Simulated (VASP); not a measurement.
A run of VASP 6.6.1 is set up as follows.

POSCAR

```
Cu
1.0
    4.5443379597      0.0000000000      0.0000000000
    0.0000000000      4.5443379597      0.0000000000
    0.0000000000      0.0000000000      4.5443379597
Cu
8
Direct
    0.5000000000      0.5000000000      0.5000000000
    0.0000000000      0.0000000000      0.0000000000
    0.2500000000      0.0000000000      0.5000000000
    0.5000000000      0.2500000000      0.0000000000
    0.5000000000      0.7500000000      0.0000000000
    0.7500000000      0.0000000000      0.5000000000
    0.0000000000      0.5000000000      0.7500000000
    0.0000000000      0.5000000000      0.2500000000
```

INCAR.step1

```
PREC = Accurate ; ENCUT = 520
ISMEAR = 0 ; SIGMA = 0.1
LREAL = False ; LASPH = True
NELM = 100 ; NBANDS = 54
GGA = PE ; ALGO = Normal
EDIFF = 1E-4 ; LWAVE = True
LCHARG = False
```

The input INCAR.step2:

```
PREC = Accurate ; ENCUT = 520
EDIFF = 1E-6 ; ISMEAR = 0
SIGMA = 0.1 ; LREAL = False
LASPH = True ; NELM = 100
ALGO = Normal ; ISIF = 2
LWAVE = False ; LCHARG = True
METAGGA = R2SCAN ; LMIXTAU = True
LELF = True ; LVHAR = True
NBANDS = 54 ; ISTART = 1
```

File KPOINTS:

```
Automatic mesh
0
Gamma
  8 8 8
```

Potentials or basis: VASP PAW PBE potentials, release 64 (Cu).

Launch:

```bash
$ cat potpaw_PBE.64/Cu/POTCAR > POTCAR
$ cp INCAR.step1 INCAR
$ mpirun -np 1 vasp_std > vasp.out
$ cp INCAR.step2 INCAR
$ mpirun -np 1 vasp_std > vasp.out
```

Task: What does it give for the pressure?

Result: 0.4 GPa.

Task: Estimate the band gap on the k mesh.

Result: None (metal or under the smearing width).

Caveat: the PAW data sets were made with another functional, which shifts forces and pressure a little.
